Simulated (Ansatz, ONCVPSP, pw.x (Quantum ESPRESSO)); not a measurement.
beryllium (Be): does the ONCV potential hold in the solid?

| Quantity | Value |
| --- | --- |
| Element | beryllium (Be) |
| Generator | ONCVPSP 4.0.1.1 (patched build) |
| Type | optimised norm-conserving Vanderbilt (ONCV) |
| Functional | PBE |
| Relativity | scalar-relativistic |
| Frozen core | [He] |
| Valence charge | 2 |
| Reference configuration | 2s2 |
| Partial waves | 2s: rc 1.90 bohr, ncon 5, nbas 8, qcut 3 1/bohr, 3 projectors, debl 2.8 Ha; p scattering state at 0.23 Ha: rc 1.95 bohr, ncon 4, nbas 8, qcut 3.4 1/bohr, 3 projectors, debl 3.8 Ha; d scattering state at 0.44 Ha: rc 1.80 bohr, ncon 4, nbas 8, qcut 5.4 1/bohr, 2 projectors, debl 3.9 Ha |
| Local potential | polynomial inside 1.55 bohr (lpopt 1, dvloc0 3 Ha) |
| Core correction | Teter function, fcfact 2.75, rcfact 1 |

In the p channel the program set the typed energies aside and used 0.050, 3.850, 7.650 Ha.

Crystal test: bcc Be in pw.x 7.5, no spin, 18³ k-points, Fermi–Dirac smearing 0.01 Ry, cutoffs 80/320 Ry. The reference is all-electron LAPW (Ansatz 0.2.0) with the same functional, mesh and smearing; V0 and B0 come from Birch–Murnaghan fits to the pressures at five volumes. Errors are pseudo minus all-electron; Δ is the rms difference of the E(V) curves that follow from these fits, minima aligned, over ±6 % about the mean V0. Mesh and smearing are coarse, so the numbers serve the comparison and aren't converged zero-temperature values; the lattice is a test structure that the element need not adopt.

All-electron: a0 = 2.501 Å (V0 = 7.82 Å³/atom), B0 = 122.0 GPa.

How far does the potential miss the all-electron equation of state?

mean pressure error (GPa): -5.91; a0 (Å): 2.459; a0 error (%): -1.68; B0 error (%): +2.9; Δ (meV/atom): 10.5. This is a poor potential for the solid. Atomic configuration tests: 1 of 4 tests not solved or not reliable.

```csv
V (Å³/atom),P all-electron (GPa),P pseudo (GPa)
7.430,6.89,0.09
7.625,3.27,-3.03
7.821,0.04,-5.83
8.017,-2.85,-8.33
8.212,-5.43,-10.55
```

At the middle volume, how do free energy and pressure move when the wave cutoff is lowered (ecutrho kept at four times it)?

| cutoff (Ry) | shift of F (meV/atom) | shift of P (GPa) |
| --- | --- | --- |
| 36 | +29.9 | +1.18 |
| 48 | +24.3 | +0.39 |
| 64 | +7.8 | +0.76 |

Input at the middle volume:

```
&control
  calculation='scf', prefix='x', pseudo_dir='./', outdir='./tmp', tstress=.true., disk_io='low'
/
&system
  ibrav=0, nat=1, ntyp=1, ecutwfc=80, ecutrho=320, nbnd=8,
  occupations='smearing', smearing='fd', degauss=0.01
/
&electrons
  conv_thr=1e-09, mixing_beta=0.4, electron_maxstep=70
/
ATOMIC_SPECIES
Be 1.0 Be.UPF
CELL_PARAMETERS angstrom
  -1.25045317 1.25045317 1.25045317
  1.25045317 -1.25045317 1.25045317
  1.25045317 1.25045317 -1.25045317
ATOMIC_POSITIONS crystal
Be 0.0000 0.0000 0.0000
K_POINTS automatic
18 18 18 0 0 0
```

```bash
pw.x < Be.scf.in > Be.scf.out
```

Lines of the output:

```
Message from routine setup:
     using ibrav=0 with symmetry is DISCOURAGED, use correct ibrav instead
     lattice parameter (alat)  =       4.0929  a.u.
     unit-cell volume          =      52.7787 (a.u.)^3
     number of electrons       =         2.00
     number of Kohn-Sham states=            8
     kinetic-energy cutoff     =      80.0000  Ry
     charge density cutoff     =     320.0000  Ry
     scf convergence threshold =      1.0E-09
     Exchange-correlation= PBE
     number of k points=   195  Fermi-Dirac smearing, width (Ry)=  0.0100
     iteration #  1     ecut=    80.00 Ry     beta= 0.40
     total energy              =      -2.30376229 Ry
     estimated scf accuracy    <       0.00023156 Ry
     iteration #  2     ecut=    80.00 Ry     beta= 0.40
     total energy              =      -2.30391191 Ry
     estimated scf accuracy    <       0.00008057 Ry
     iteration #  3     ecut=    80.00 Ry     beta= 0.40
     total energy              =      -2.30391643 Ry
     estimated scf accuracy    <       0.00000024 Ry
     iteration #  4     ecut=    80.00 Ry     beta= 0.40
     total energy              =      -2.30391648 Ry
     estimated scf accuracy    <          9.8E-09 Ry
     iteration #  5     ecut=    80.00 Ry     beta= 0.40
     the Fermi energy is     8.9232 ev
!    total energy              =      -2.30391648 Ry
     estimated scf accuracy    <          3.4E-10 Ry
     smearing contrib. (-TS)   =      -0.00063046 Ry
     The total energy is F=E-TS. E is the sum of the following terms:
     one-electron contribution =       1.99485889 Ry
     hartree contribution      =       0.00186975 Ry
     xc contribution           =      -1.21985229 Ry
     ewald contribution        =      -3.08016238 Ry
     convergence has been achieved in   5 iterations
          total   stress  (Ry/bohr**3)                   (kbar)     P=      -58.29
```

The run at the middle volume (195 k-points, 5 iterations) took about 8 s on one core of a shared host (Neoverse-V2, 32 threads, 247 GiB, load 19).
